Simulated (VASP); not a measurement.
Computed with LDA (Ceperley-Alder, Perdew-Zunger) with spin-orbit coupling, VASP's LDA PAW potentials (set 64) (plane waves; VASP).

The input files of a VASP run:

### KPOINTS_OPT
```
k-points along high-symmetry lines
8
Line-mode
Reciprocal
  0.000000   0.000000   0.000000 ! GAMMA
  0.500000   0.000000   0.500000 ! X

  0.500000   0.000000   0.500000 ! X
  0.625000   0.250000   0.625000 ! U

  0.375000   0.375000   0.750000 ! K
  0.000000   0.000000   0.000000 ! GAMMA

  0.000000   0.000000   0.000000 ! GAMMA
  0.500000   0.500000   0.500000 ! L

  0.500000   0.500000   0.500000 ! L
  0.500000   0.250000   0.750000 ! W

  0.500000   0.250000   0.750000 ! W
  0.500000   0.000000   0.500000 ! X
```

**INCAR**
```
MAGMOM = 0 0 0 0 0 0
ENCUT = 400
LASPH = T
LCHARG = F
EDIFF = 1E-6
SIGMA = 0.05   # width (eV)
NELM = 100   # most electronic steps
LREAL = F   # projection in real space or not
LSORBIT = T
SYSTEM = NaBr
LWAVE = F
ALGO = Normal
LMAXMIX = 4
PREC = Accurate
ISMEAR = 0   # Gaussian
GGA_COMPAT = F
```

KPOINTS:
```
kpoints
0
gamma
 7 7 7
0 0 0
```

File POSCAR:
```
NaBr
1
    0.0000000000     2.8891804638     2.8891804638
    2.8891804638     0.0000000000     2.8891804638
    2.8891804638     2.8891804638     0.0000000000
Na Br
1 1
Direct
  0.0000000000   0.0000000000   0.0000000000
  0.5000000000   0.5000000000   0.5000000000
```

POTCAR, in this order: Na_pv Br (LDA.64 set). Program: vasp_ncl.

The resulting files:

**OSZICAR**
```
       N       E                     dE             d eps       ncg     rms          rms(c)
DAV:   1     0.108300751164E+03    0.10830E+03   -0.59878E+03   928   0.106E+03
DAV:   2     0.197798219103E+01   -0.10632E+03   -0.10185E+03  1024   0.291E+02
DAV:   3    -0.671972431213E+01   -0.86977E+01   -0.86546E+01  1122   0.907E+01
DAV:   4    -0.689474352371E+01   -0.17502E+00   -0.17491E+00   994   0.142E+01
DAV:   5    -0.689777957727E+01   -0.30361E-02   -0.30359E-02  1070   0.185E+00    0.173E+00
DAV:   6    -0.679578838996E+01    0.10199E+00   -0.13488E-01  1006   0.290E+00    0.106E+00
DAV:   7    -0.677841199396E+01    0.17376E-01   -0.52352E-02  1118   0.162E+00    0.691E-01
DAV:   8    -0.677783989401E+01    0.57210E-03   -0.93263E-04  1070   0.340E-01    0.379E-01
DAV:   9    -0.677759322312E+01    0.24667E-03   -0.10068E-03   970   0.337E-01    0.916E-02
DAV:  10    -0.677758107451E+01    0.12149E-04   -0.18707E-05  1042   0.447E-02    0.557E-02
DAV:  11    -0.677758160608E+01   -0.53157E-06   -0.31875E-05  1102   0.686E-02    0.830E-03
DAV:  12    -0.677758042611E+01    0.11800E-05   -0.32496E-06  1018   0.226E-02    0.181E-03
DAV:  13    -0.677758039464E+01    0.31471E-07   -0.29346E-07   548   0.611E-03
   1 F= -.67775804E+01 E0= -.67775804E+01  d E =-.241103E-19  mag=     0.0000     0.0000    -0.0000
       N       E                     dE             ncg
       N       E                     dE             ncg
       N       E                     dE             ncg
```

OUTCAR:
```
------------------------ aborting loop because EDIFF is reached ----------------------------------------
  FORCE on cell =-STRESS in cart. coord.  units (eV):
  Direction    XX          YY          ZZ          XY          YZ          ZX
  --------------------------------------------------------------------------------------
  Total       -0.0103619     -0.0103619     -0.0103619     -0.0000000      0.0000000      0.0000000
  in kB       -0.3441867     -0.3441867     -0.3441867     -0.0000000      0.0000000      0.0000000
  external PRESSURE =      -0.3441867 kB  Pullay stress =       0.0000000 kB
  volume of cell :       48.23
      direct lattice vectors                 reciprocal lattice vectors
     0.000000000  2.889180464  2.889180464    -0.173059456  0.173059456  0.173059456
     2.889180464  0.000000000  2.889180464     0.173059456 -0.173059456  0.173059456
     2.889180464  2.889180464  0.000000000     0.173059456  0.173059456 -0.173059456
 POSITION                                       TOTAL-FORCE (eV/Angst)
 -----------------------------------------------------------------------------------
      0.00000      0.00000      0.00000         0.000000      0.000000     -0.000000
      2.88918      2.88918      2.88918         0.000000     -0.000000      0.000000
 -----------------------------------------------------------------------------------
    total drift:                                0.000000      0.000000      0.000000
  FREE ENERGIE OF THE ION-ELECTRON SYSTEM (eV)
  ---------------------------------------------------
  free  energy   TOTEN  =        -6.7775803946 eV

  energy  without entropy=       -6.7775803946  energy(sigma->0) =       -6.77758039

 Ion:    1  E_soc:     -0.0007751

 Ion:    2  E_soc:     -0.0535774
```
(Selected blocks of OUTCAR.)

The compound is NaBr in the rock salt structure. It was relaxed first, which changed the volume by -9 %.
